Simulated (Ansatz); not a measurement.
All numbers below come from Ansatz, DFT PBE, scalar-relativistic, plane waves, PAW. The final run on the 5-atom cell used 420 eV, a Γ-centred 12×12×12 mesh, 0.10 eV smearing and no spin polarisation.

The zero of energy is the elements' standard structures at the same level; no fitted shifts are applied.

Task: Suggest a trial structure for a tetragonal metal made of Al and Sc, with a formation energy near −0.21 eV/atom and a density near 2.87 g/cm³, in a cell of 5 atoms. Its symmetry should be I4/m (No. 87).

Result: ScAl₄, space group I4/m (No. 87). Sc has 12 Al at 2.91–2.99 Å; around Al lie 9 Al at 2.87–2.99 Å and 3 Sc at 2.91–2.99 Å.

```
Sc Al
1.0
    -3.31959    3.31959    2.00853
     3.31959   -3.31959    2.00853
     3.31959    3.31959   -2.00853
Sc Al
1 4
Direct
  0.50000 0.50000 0.00000
  0.69643 0.90463 0.60106
  0.90463 0.30357 0.20820
  0.09537 0.69643 0.79180
  0.30357 0.09537 0.39894
```

The volume per atom is 17.71 Å³, the density is 2.87 g/cm³ and the energy over the elements is −0.21 eV/atom. The gap on the 12×12×12 mesh of the 5-atom cell is 0 eV (a metal).

It was reached by relaxing an invented guess, and it needn't be the stable form of this composition. Other answers may fit too; this one was computed.

A structure relaxed within its symmetry needn't be a true minimum.
